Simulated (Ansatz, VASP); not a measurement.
## HfO2: VASP beside Ansatz

INCAR

```
SYSTEM = HfO2
  PREC = Accurate
  ENCUT = 520
  EDIFF = 1E-6
  ISMEAR = 0
  SIGMA = 0.05
  LREAL = .False.
  LASPH = .True.
  NELM = 80
  ALGO = Normal
  ISIF = 2
  LWAVE = .False.
  LCHARG = .False.
  GGA = PS
  NBANDS = 18
```

File KPOINTS:

```
regular mesh
0
Gamma
  8 8 8
  0 0 0
```

File POSCAR:

```
HfO2
1.0
    0.0000000000      2.6214375000      2.5575000000
    2.6214375000      0.0000000000      2.5575000000
    2.6214375000      2.6214375000      0.0000000000
Hf O
1 2
Direct
    0.0000000000      0.0000000000      0.0000000000
    0.2500000000      0.2500000000      0.2500000000
    0.7500000000      0.7500000000      0.7500000000
```

Input for Ansatz:

```yaml
crystal:
  lattice:
    - [0.0, 2.6214375, 2.5575]
    - [2.6214375, 0.0, 2.5575]
    - [2.6214375, 2.6214375, 0.0]
  atoms:
    - { symbol: Hf, position: [0.0, 0.0, 0.0] }
    - { symbol: O, position: [0.25, 0.25, 0.25] }
    - { symbol: O, position: [0.75, 0.75, 0.75] }
basis:
  ecutwfc: 420
kpoints:
  mp_grid: { grid: [8, 8, 8] }
hamiltonian:
  xc: pbesol
scf:
  occupations: { method: gaussian, width: 0.05 }
output:
  forces: true
  stress: true
  eigenvalues: true
```

Change from the starting cell: strain +0.025 along x and y, +0.000 along z, atoms carried along.

Alike in both runs: task single point; functional PBEsol; k mesh 8 × 8 × 8; occupations gaussian, width 0.05 eV; no spin polarisation.

```csv
,VASP,Ansatz
version,VASP 6.6.1,Ansatz 0.2.0
potentials or method,"VASP PAW PBE potentials, release 64 (Hf_pv, O)","scalar-relativistic, plane waves, PAW"
plane-wave cutoff (eV),520,420
valence electrons in the cell,22,38
```

Ansatz gave:

| Item | Value |
| --- | --- |
| gap on the k mesh at the Fermi level (eV) | 3.29 |
| least direct gap on the mesh (eV) | 3.29 |
| pressure (GPa) | -19.9 |
| largest component of the traceless stress (GPa) | 6.83 |

Problem. Which values does VASP return?

Solution. gap on the k mesh at the Fermi level (eV): 3.28; least direct gap on the mesh (eV): 3.29; pressure (GPa): -22.9; largest component of the traceless stress (GPa): 6.93.

The two sets of potentials don't hold the same shells in valence.

Caveats: so large a pressure means that the cell lies far from this level's equilibrium, or that cutoff or potentials fall short (VASP); the potentials were made for another functional, which shifts forces and pressure (VASP); spin-orbit coupling is left out, which moves the levels of the heavy elements. A k mesh can miss the band edges.
